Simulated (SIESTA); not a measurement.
Na in SIESTA: the effect of dispersion

Na, a slab with vacuum:

```xyz
7
Lattice="3.6967 0.0000 0.0000 1.8319 3.2109 0.0000 0.0000 0.0000 33.7297" Properties=species:S:1:pos:R:3 pbc="T T T"
Na    0.0239    0.0139    7.5000
Na    1.8803    1.0921   10.6215
Na    3.7367    2.1702   13.7431
Na    1.9043    1.1060   16.8649
Na    3.7607    2.1841   19.9864
Na    0.0885    0.0514   23.1079
Na    3.7846    2.1980   26.2297
```

The slab is cut from a database's or a generator's crystal, which needn't be the stable form of the element.

Alike in all runs:

| Item | Value |
| --- | --- |
| Program | SIESTA 5.4.2 |
| Task | single point |
| Functional | PBE |
| Potentials or basis | PseudoDojo 0.4 standard (PBE files) |
| Basis | DZP (energy shift 0.003 Ry; two zetas on semicore shells) |
| Grid cutoff | 800 Ry |
| Energy shift | 0.003 Ry |
| k mesh | 8 × 8 × 1 |
| Occupations | fermi-dirac, width 0.05 eV |
| Spin | no spin polarisation |

```csv
dispersion,largest force (eV/Å)
none,?
D3,0.03
D3(BJ),0.06
D4,0.03
```

Task: What does the run with dispersion none give?

Result: Largest force 0.02 eV/Å.
